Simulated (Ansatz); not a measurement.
Reaction (substitution at a C–C bond): `C=C(CC)C(C)C` + `[NH2][Al]([F])[F]` → `CC(C)[NH][Al]([F])[F]` + `C=CCC`

Program: Ansatz. Geometries: PBE0-D4/def2-TZVP. ΔE: electronic, gas phase. CCSD(T)/CBS adds triple-zeta CCSD(T) − MP2 to the extrapolated MP2 energy (def2 sets, frozen cores). DFT in def2-TZVPP. B3LYP here is the variant with VWN-RPA as its local correlation; programs differ in this. Each species was taken in one conformer, which may not be the lowest.

Q: Is it downhill or uphill in electronic energy at CCSD(T)/CBS, and by how much? (Estimate.)

A: Computed: Uphill: ΔE = +39.7 kJ/mol.

Q: What do these levels give: PBE-D4, PBE0-D4, PBE0, B3LYP, CCSD(T)/def2-TZVPP, CCSD/CBS(def2)? (Estimate.)

A: The calculation gave: PBE-D4 33.3, PBE0-D4 35.4, PBE0 31.3, B3LYP 25.7, CCSD(T)/def2-TZVPP 38.6, CCSD/CBS(def2) 37.6 kJ/mol.

Largest T1 diagnostic among the species: 0.012.

The D4 term adds +6.6 kJ/mol with B3LYP and +4.1 kJ/mol with PBE0; it sums over pairs of atoms, weighted by their polarisabilities, and B3LYP, whose exchange is more repulsive, gets the larger term. In def2-TZVPP, CCSD(T) changes the Hartree–Fock value by +15.3 kJ/mol (the triples alone add +2.1 kJ/mol) and MP2 by +22.6 kJ/mol.
